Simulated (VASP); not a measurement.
# Os (P6_3/mmc) in VASP: settings compared

The runs below take Os through relaxation of cell and atoms, with vdW-DF2, rev-vdW-DF2, vdW-DF.

All numbers are computed with VASP 6.6.1; they aren't measurements. Logs are shortened: lines on timing, memory, paths and dates and some standing lists are left out, and cuts for length are marked.

## (1) Starting point

It takes space group P6_3/mmc (No. 194, hexagonal). The conventional cell has a = 2.734 Å, b = 2.734 Å, c = 4.320 Å, α = 90.00°, β = 90.00°, γ = 120.00°. Os (site symmetry -6m2) has 12 Os at 2.68 to 2.73 Å as nearest neighbours.

## (2) Relaxation of cell and atoms, vdW-DF2

INCAR

```
SYSTEM = Os
PREC = Accurate
ENCUT = 600
EDIFF = 1E-6
ISMEAR = -1
SIGMA = 0.05
LREAL = .FALSE.
LASPH = .TRUE.
NELM = 100
ALGO = Fast
ISIF = 3
LWAVE = .FALSE.
LCHARG = .FALSE.
GGA = ML
LUSE_VDW = .TRUE.
AGGAC = 0.0
ZAB_VDW = -1.8867
IBRION = 2
NSW = 60
EDIFFG = -0.005
```

KPOINTS

```
regular mesh
0
G
  11 11 6
  0 0 0
```

POSCAR

```
Os
1.0
    2.7341000000      0.0000000000      0.0000000000
   -1.3670500000      2.3678000565      0.0000000000
    0.0000000000      0.0000000000      4.3197000000
Os
2
Direct
    0.6666666667      0.3333333333      0.7500000000
    0.3333333333      0.6666666667      0.2500000000
```

Potentials or basis: VASP PAW PBE potentials, release 64 (Os).

On the command line:

```
> cat potpaw_PBE.64/Os/POTCAR > POTCAR
> mpirun -np 1 vasp_std > vasp.out
```

OUTCAR:

```text
SYSTEM = Os
   PREC = Accurate
   ENCUT = 600
   EDIFF = 1E-6
   ISMEAR = -1
   LREAL = .FALSE.
   LASPH = .TRUE.
   NELM = 100
   ISIF = 3
   GGA = ML
   IBRION = 2
   NSW = 60
   EDIFFG = -0.005

 ion  position               nearest neighbor table
   1  0.667  0.333  0.750-   2 2.68   2 2.68   2 2.68   2 2.68   2 2.68   2 2.68
   2  0.333  0.667  0.250-   1 2.68   1 2.68   1 2.68   1 2.68   1 2.68   1 2.68

  LATTYP: Found a hexagonal cell.
 ALAT       =     2.7341000000
 C/A-ratio  =     1.5799348963

  Lattice vectors:

 A1 = (   2.7341000000,   0.0000000000,   0.0000000000)
 A2 = (  -1.3670500000,   2.3678000565,   0.0000000000)
 A3 = (   0.0000000000,   0.0000000000,   4.3197000000)

Analysis of symmetry for initial positions (statically):
=====================================================================
 Subroutine PRICEL returns:
 Original cell was already a primitive cell.

 Routine SETGRP: Setting up the symmetry group for a
 hexagonal supercell.

 Subroutine GETGRP returns: Found 24 space group operations
 (whereof 12 operations were pure point group operations)
 out of a pool of 24 trial point group operations.

The static configuration has the point symmetry D_3d.
 The point group associated with its full space group is D_6h.

Analysis of symmetry for dynamics (positions and initial velocities):
=====================================================================
 Subroutine PRICEL returns:
 Original cell was already a primitive cell.

 Routine SETGRP: Setting up the symmetry group for a
 hexagonal supercell.

 Subroutine GETGRP returns: Found 24 space group operations
 (whereof 12 operations were pure point group operations)
 out of a pool of 24 trial point group operations.

The dynamic configuration has the point symmetry D_3d.
 The point group associated with its full space group is D_6h.

 Subroutine INISYM returns: Found 24 space group operations
 (whereof 12 operations are pure point group operations),
 and found     1 'primitive' translations

----------------------------------------------------------------------------------------

                                     Primitive cell

  volume of cell :      27.9649

  direct lattice vectors                    reciprocal lattice vectors
     2.734100000  0.000000000  0.000000000     0.365751070  0.211166479  0.000000000
    -1.367050000  2.367800057  0.000000000     0.000000000  0.422332957  0.000000000
     0.000000000  0.000000000  4.319700000     0.000000000  0.000000000  0.231497558

  length of vectors
     2.734100000  2.734100000  4.319700000     0.422332957  0.422332957  0.231497558

  position of ions in fractional coordinates (direct lattice)
     0.666666667  0.333333333  0.750000000
     0.333333333  0.666666667  0.250000000

  ion indices of the primitive-cell ions
   primitive index   ion index
                 1           1
                 2           2

----------------------------------------------------------------------------------------

 KPOINTS: regular mesh

Automatic generation of k-mesh.
 Grid dimensions read from file:
 generate k-points for:   11   11    6

 Generating k-lattice:

  Cartesian coordinates                     Fractional coordinates (reciprocal lattice)
     0.033250097  0.019196953  0.000000000     0.090909091 -0.000000000  0.000000000
     0.000000000  0.038393905  0.000000000     0.000000000  0.090909091  0.000000000
     0.000000000  0.000000000  0.038582926     0.000000000  0.000000000  0.166666667

  Length of vectors
     0.038393905  0.038393905  0.038582926

  Shift w.r.t. Gamma in fractional coordinates (k-lattice)
     0.000000000  0.000000000  0.000000000

 Subroutine IBZKPT returns following result:
 ===========================================

 Found     64 irreducible k-points:

 Following reciprocal coordinates:
            Coordinates               Weight
  0.000000  0.000000  0.000000      1.000000
  0.090909  0.000000  0.000000      6.000000
  0.181818  0.000000  0.000000      6.000000
  0.272727 -0.000000  0.000000      6.000000
  0.363636 -0.000000  0.000000      6.000000
  0.454545  0.000000  0.000000      6.000000
[... 16 lines left out ...]
  0.090909  0.090909  0.166667     12.000000
  0.181818  0.090909  0.166667     24.000000
 [... further k-points ...]
   k-points           NKPTS =     64   k-points in BZ     NKDIM =     64   number of bands    NBANDS=     12
   number of dos      NEDOS =    301   number of ions     NIONS =      2
   total plane-waves  NPLWV =  20736
   dimension x,y,z NGX =    24 NGY =   24 NGZ =   36
   dimension x,y,z NGXF=    48 NGYF=   48 NGZF=   72
   ions per type =               2
   NGX,Y,Z   is equivalent  to a cutoff of  14.59, 14.59, 13.85 a.u.
   NGXF,Y,Z  is equivalent  to a cutoff of  29.19, 29.19, 27.71 a.u.
 SYSTEM =  Os
   PREC   = accura    normal or accurate (medium, high low for compatibility)
   ISTART =      0    job   : 0-new  1-cont  2-samecut
   ICHARG =      2    charge: 1-file 2-atom 10-const
   ISPIN  =      1    spin polarized calculation?
   LNONCOLLINEAR =      F non collinear calculations
   LSORBIT =      F    spin-orbit coupling
   LASPH  =      T    aspherical Exc in radial PAW
   ENCUT  =  600.0 eV  44.10 Ry    6.64 a.u.   5.46  5.46  8.63*2*pi/ulx,y,z
   NELM   =    100;   NELMIN=  2; NELMDL= -5     # of ELM steps
   EDIFF  = 0.1E-05   stopping-criterion for ELM
   LREAL  =      F    real-space projection
   EDIFFG = -.5E-02   stopping-criterion for IOM
   NSW    =     60    number of steps for IOM
   IBRION =      2    ionic relax: 0-MD 1-quasi-New 2-CG
   NFREE  =      1    steps in history (QN), initial steepest desc. (CG)
   ISIF   =      3    stress and relaxation
   ISYM   =      2    0-nonsym 1-usesym 2-fastsym
   POTIM  = 0.5000    time-step for ionic-motion
   TEBEG  =    0.0;   TEEND  =   0.0 temperature during run
   PSTRESS=    0.0 pullay stress
   NELECT =      16.0000    total number of electrons
   NUPDOWN=      -1.0000    fix difference up-down
   EMIN   =  10.00;   EMAX   =-10.00  energy-range for DOS
   EFERMI =   0.00;   METHOD = LEGACY
   ISMEAR =    -1;   SIGMA  =   0.05  broadening in eV -4-tet -1-fermi 0-gaus
   EFERMI_NEDOS =   21; number of points for ismear=-14 and -15
   IALGO  =     68    algorithm
   IMIX   =      4    mixing-type and parameters
     AMIX     =   0.40;   BMIX     =  1.00
     AMIX_MAG =   1.60;   BMIX_MAG =  1.00
  volume/ion in A,a.u.               =      13.98        94.36
  Fermi-wavevector in a.u.,A,eV,Ry     =   1.359076  2.568282 25.131161  1.847088
  Thomas-Fermi vector in A             =   2.485855
   LORBIT       =      0    0 simple, 1 ext, 2 COOP (PROOUT), +10 PAW based schemes
   GGA     = ML    functional components
   LHFCALC =     F    Hartree Fock is set to
   AEXX    =    0.0000 exact exchange contribution
   IVDW_NL    =     1    kernel type
   BPARAM     = 6.3000
   IVDW    =     0    specifies the selected vdW correction
   LEPSILON=     F    determine dielectric tensor
   LRPA    =     F    only Hartree local field effects (RPA)
 conjugate gradient relaxation of ions
 non-spin polarized calculation
 RMM-DIIS sequential band-by-band and
  energy-cutoff  :      600.00
  volume of cell :       27.96
 maximum number of plane-waves:       965
 NGX is ok and might be reduce to    24
   NGX = 11   NGY = 11   NGZ = 17

--------------------------------------- Ionic step        1  -------------------------------------------

 number of electron      16.0000001 magnetization

 Free energy of the ion-electron system (eV)
  ---------------------------------------------------
  ext. energy  EPLUGINS =         0.00000000
  ---------------------------------------------------
  free energy    TOTEN  =       -14.09452562 eV

  energy without entropy =      -14.08087525  energy(sigma->0) =      -14.08770044

------------------------ aborting loop because EDIFF is reached ----------------------------------------

  FORCE on cell =-STRESS in cart. coord.  units (eV):
  Direction    XX          YY          ZZ          XY          YZ          ZX
  --------------------------------------------------------------------------------------
  -------------------------------------------------------------------------------------
  Total        6.6689541      6.6689541      6.9320149      0.0000000     -0.0000000      0.0000000
  in kB      382.0808759    382.0808759    397.1522831      0.0000000     -0.0000000      0.0000000
  external PRESSURE =     387.1046783 kB  Pullay stress =       0.0000000 kB
[... 23 lines left out ...]
Total vdW correction in eV:      1.8613050

--------------------------------------- Ionic step        2  -------------------------------------------

 number of electron      16.0000000 magnetization

 E-fermi :   4.1229     XC(G=0): -11.1999

 val. band max:        4.1206707702   @ k =   0.2727  -0.0000   0.0000
 cond. band min:       4.1446274396   @ k =   0.3636   0.0909   0.3333
 fundamental gap:      0.0239566694
 Fermi energy:         4.1228759382

 k-point     1 :       0.0000    0.0000    0.0000
  band No.  band energies     occupation
      1      -2.9948      2.00000
      2      -0.1783      2.00000
      3       2.6371      2.00000
      4       2.6371      2.00000
      5       2.6914      2.00000
      6       3.0100      2.00000
      7       3.0100      2.00000
      8       3.3346      2.00000
      9       3.3346      2.00000
     10       4.8910      0.00000
     11       4.9251      0.00000
     12       4.9251      0.00000
[... 412 lines left out ...]
  FREE ENERGIE OF THE ION-ELECTRON SYSTEM (eV)
  ---------------------------------------------------
  free  energy   TOTEN  =       -14.3922829222 eV

  energy  without entropy=      -14.3756727493  energy(sigma->0) =      -14.38397784

Total vdW correction in eV:      2.0561025

[... ionic steps 4 to 7 ...]

--------------------------------------- Ionic step        8  -------------------------------------------

 number of electron      16.0000001 magnetization

------------------------ aborting loop because EDIFF is reached ----------------------------------------

  FORCE on cell =-STRESS in cart. coord.  units (eV):
  Direction    XX          YY          ZZ          XY          YZ          ZX
  --------------------------------------------------------------------------------------
  -------------------------------------------------------------------------------------
  Total        0.0134626      0.0134626      0.0147796     -0.0000000     -0.0000000      0.0000000
  in kB        0.7013555      0.7013555      0.7699685     -0.0000000     -0.0000000      0.0000000
  external PRESSURE =       0.7242265 kB  Pullay stress =       0.0000000 kB
[... 61 lines left out ...]
Total vdW correction in eV:      2.0279958

--------------------------------------- Ionic step       10  -------------------------------------------

 number of electron      16.0000001 magnetization

 Free energy of the ion-electron system (eV)
  ---------------------------------------------------
  ext. energy  EPLUGINS =         0.00000000
  ---------------------------------------------------
  free energy    TOTEN  =       -14.40123162 eV

  energy without entropy =      -14.38519657  energy(sigma->0) =      -14.39321409

 E-fermi :   8.3894     XC(G=0): -13.1369

 val. band max:        8.3576286561   @ k =   0.3636  -0.0000   0.3333
 cond. band min:       8.4337274636   @ k =   0.2727  -0.0000   0.0000
 fundamental gap:      0.0760988076
 Fermi energy:         8.3894067665

 k-point     1 :       0.0000    0.0000    0.0000
  band No.  band energies     occupation
      1      -1.5091      2.00000
      2       1.5843      2.00000
      3       5.7996      2.00000
      4       5.7996      2.00000
      5       6.0276      2.00000
      6       6.5118      2.00000
      7       6.5118      2.00000
      8       7.0388      2.00000
      9       7.0388      2.00000
     10       8.7408      0.00177
     11       9.8691      0.00000
     12       9.8691      0.00000
[... 374 lines left out ...]
  FREE ENERGIE OF THE ION-ELECTRON SYSTEM (eV)
  ---------------------------------------------------
  free  energy   TOTEN  =       -14.4012316237 eV

  energy  without entropy=      -14.3851965662  energy(sigma->0) =      -14.39321409

Total vdW correction in eV:      2.0267588

 reached required accuracy - stopping structural energy minimisation
```

Run time: 3.8 min. Hardware: 1 thread of Intel Xeon 6975P-C (Granite Rapids), shared host; peak memory 0.31 GiB.

Results:

```yaml
Free_energy: -14.4012 eV
Relaxed_volume: 15.38 Å³/atom
Relaxed_cell: a = 2.824 Å, b = 2.824 Å, c = 4.453 Å, α = 90.00°, β = 90.00°, γ = 120.00°
Space_group_after_relaxing_to_0.05_Å: P6_3/mmc (No. 194)
Energy_gained_by_relaxing: 153.4 meV/atom
Ionic_steps: 10
Pressure_after_relaxing: 0.0 GPa
Band_gap_on_the_k_mesh: none (metal or under the smearing width)
```

The path:
```
step  energy change (eV)  largest force (eV/Å)  pressure (GPa)  volume (Å³)
   1              0.0000                0.0000           38.71        27.96
   2              2.4236                0.0000          -45.16        43.99
   3             -0.2978                0.0000           -5.18        31.28
   4             -0.3062                0.0000           -0.83        30.83
   5             -0.3064                0.0000            0.06        30.75
   6             -0.3066                0.0000            0.06        30.76
   7             -0.3067                0.0000            0.08        30.75
   8             -0.3067                0.0000            0.07        30.75
   9             -0.3067                0.0000           -0.15        30.78
  10             -0.3067                0.0000            0.00        30.76
```

Final structure:
```
Os
1.0
     2.82412    0.00000    0.00000
    -1.41206    2.44576    0.00000
     0.00000    0.00000    4.45306
Os
2
Cartesian
  1.4121 0.8153 3.3398
  0.0000 1.6305 1.1133
```

Caveat: the PAW data sets were made with another functional, which shifts forces and pressure a little. The run has no spin-orbit coupling, so splittings on Os are missing.

## (3) Relaxation of cell and atoms, rev-vdW-DF2

INCAR

```
  AGGAC = 0.0
  ALGO = Fast
  EDIFF = 1E-7
  EDIFFG = -0.005
  ENCUT = 600
  GGA = MK
  IBRION = 2
  ISIF = 3
  ISMEAR = -1
  LASPH = True
  LCHARG = False
  LREAL = False
  LUSE_VDW = True
  LWAVE = False
  NELM = 80
  NSW = 40
  PARAM1 = 0.1234
  PARAM2 = 0.711357
  PREC = Accurate
  SIGMA = 0.05
  ZAB_VDW = -1.8867
```

KPOINTS

```
k-points
0
Gamma
  11 11 6
```

POSCAR is that of step 2.

Potentials or basis: VASP PAW PBE potentials, release 64 (Os).

On the command line:

```
> cat potpaw_PBE.64/Os/POTCAR > POTCAR
> mpirun -np 1 vasp_std > vasp.out
```

Run time: 3.8 min. Hardware: 1 thread of Intel Xeon 6975P-C (Granite Rapids), shared host; peak memory 0.31 GiB.

The run converged. Its results:

| Property | Result |
| --- | --- |
| Free energy | -18.4685 eV |
| Relaxed volume | 14.18 Å³/atom |
| Relaxed cell | a = 2.747 Å, b = 2.747 Å, c = 4.339 Å, α = 90.00°, β = 90.00°, γ = 120.00° |
| Space group after relaxing (to 0.05 Å) | P6_3/mmc (No. 194) |
| Energy gained by relaxing | 3.7 meV/atom |
| Ionic steps | 9 |
| Pressure after relaxing | 0.0 GPa |
| Band gap on the k mesh | none (metal or under the smearing width) |

Step by step:
```
step  energy change (eV)  largest force (eV/Å)  pressure (GPa)  volume (Å³)
   1              0.0000                0.0000            6.07        27.96
   2              0.1253                0.0000          -22.12        30.16
   3             -0.0073                0.0000           -0.16        28.37
   4             -0.0073                0.0000           -0.01        28.36
   5             -0.0073                0.0000            0.10        28.35
   6             -0.0073                0.0000            0.10        28.35
   7             -0.0074                0.0000            0.10        28.35
   8             -0.0073                0.0000           -0.36        28.38
   9             -0.0074                0.0000            0.00        28.36
```

Final structure:
```
CELL_PARAMETERS angstrom
2.74716 0.00000 0.00000
-1.37358 2.37911 0.00000
0.00000 0.00000 4.33923
ATOMIC_POSITIONS crystal
Os 0.66667 0.33333 0.75000
Os 0.33333 0.66667 0.25000
```

Levels at points of the mesh, in eV from the Fermi level:
| k point | band 5 | band 6 | band 7 | band 8 | band 9 | band 10 | band 11 | band 12 |
| --- | --- | --- | --- | --- | --- | --- | --- | --- |
| (0.00, 0.00, 0.00) | -2.70 | -2.12 | -2.12 | -1.49 | -1.49 | 0.14 | 1.70 | 1.70 |
| (0.00, 0.00, 0.50) | -3.14 | -3.14 | -3.14 | -3.14 | 0.91 | 0.91 | 0.91 | 0.91 |

Caveat: the PAW data sets were made with another functional, which shifts forces and pressure a little. Zero-point motion and thermal expansion aren't in these numbers.

## (4) Relaxation of cell and atoms, vdW-DF

INCAR

```
PREC     = Accurate       # precision mode
ENCUT    = 600            # plane-wave cutoff, eV
EDIFF    = 1E-7           # SCF threshold, eV
ISMEAR   = -1             # smearing method
SIGMA    = 0.05           # smearing width, eV
LREAL    = F              # projectors in reciprocal space
LASPH    = T              # aspherical terms in the spheres
NELM     = 80             # most SCF steps
ALGO     = Normal         # electronic algorithm
ISIF     = 3              # what is computed and relaxed
LWAVE    = F              # write WAVECAR
LCHARG   = F              # write CHGCAR
GGA      = RE             # functional
LUSE_VDW = T            
AGGAC    = 0.0          
IBRION   = 2              # ionic algorithm
NSW      = 40             # ionic steps
EDIFFG   = -0.02          # ionic threshold
```

KPOINTS

```
Automatic mesh
0
Gamma
  11 11 6
```

POSCAR is that of step 3.

On the command line:

```
> cat potpaw_PBE.64/Os/POTCAR > POTCAR
> mpirun -np 1 vasp_std > vasp.out
```

Run time: 3.4 min. Hardware: 1 thread of Intel Xeon 6975P-C (Granite Rapids), shared host; peak memory 0.34 GiB.

Results (log left out):

- Free energy: -15.0614 eV
- Relaxed volume: 14.76 Å³/atom
- Relaxed cell: a = 2.785 Å, b = 2.785 Å, c = 4.393 Å, α = 90.00°, β = 90.00°, γ = 120.00°
- Space group after relaxing (to 0.05 Å): P6_3/mmc (No. 194)
- Energy gained by relaxing: 51.4 meV/atom
- Ionic steps: 9
- Pressure after relaxing: 0.0 GPa
- Band gap on the k mesh: none (metal or under the smearing width)

Step by step:
```
step  energy change (eV)  largest force (eV/Å)  pressure (GPa)  volume (Å³)
   1              0.0000                0.0000           22.44        27.96
   2              1.1675                0.0000          -45.39        36.67
   3             -0.1015                0.0000           -2.02        29.68
   4             -0.1026                0.0000           -0.17        29.53
   5             -0.1026                0.0000            0.23        29.50
   6             -0.1026                0.0000            0.21        29.50
   7             -0.1027                0.0000            0.21        29.50
   8             -0.1027                0.0000           -0.58        29.56
   9             -0.1027                0.0000            0.02        29.51
```

Final structure:
```yaml
crystal:
  lattice:
    - [2.78516, 0.00000, 0.00000]
    - [-1.39258, 2.41202, 0.00000]
    - [0.00000, 0.00000, 4.39345]
  atoms:
    - { symbol: Os, position: [0.66667, 0.33333, 0.75000] }
    - { symbol: Os, position: [0.33333, 0.66667, 0.25000] }
```

Levels at points of the mesh, in eV from the Fermi level:
```csv
k point,band 4,band 5,band 6,band 7,band 8,band 9,band 10,band 11,band 12
"(0.00, 0.00, 0.00)",-2.76,-2.52,-1.99,-1.99,-1.42,-1.42,0.30,1.58,1.58
"(0.00, 0.00, 0.50)",-3.22,-2.95,-2.95,-2.95,-2.95,0.83,0.83,0.83,0.83
```

Caveat: the PAW data sets were made with another functional, which shifts forces and pressure a little.

## (5) The runs side by side

| level | gap on the mesh (eV) | pressure (GPa) | relaxed volume (Å³/atom) |
| --- | --- | --- | --- |
| vdW-DF2 | none | 0.0 | 15.38 |
| rev-vdW-DF2 | none | 0.0 | 14.18 |
| vdW-DF | none | 0.0 | 14.76 |

Alike in all rows: task relaxation of cell and atoms; potentials or basis VASP PAW PBE potentials, release 64 (Os); no spin polarisation; cell relaxed; k mesh 11 × 11 × 6; cutoff (eV) 600; smearing fermi-dirac 0.05 eV.

Caveats: the PAW data sets were made with another functional, which shifts forces and pressure a little.

Absolute energies hang on the potentials; compare differences alone.
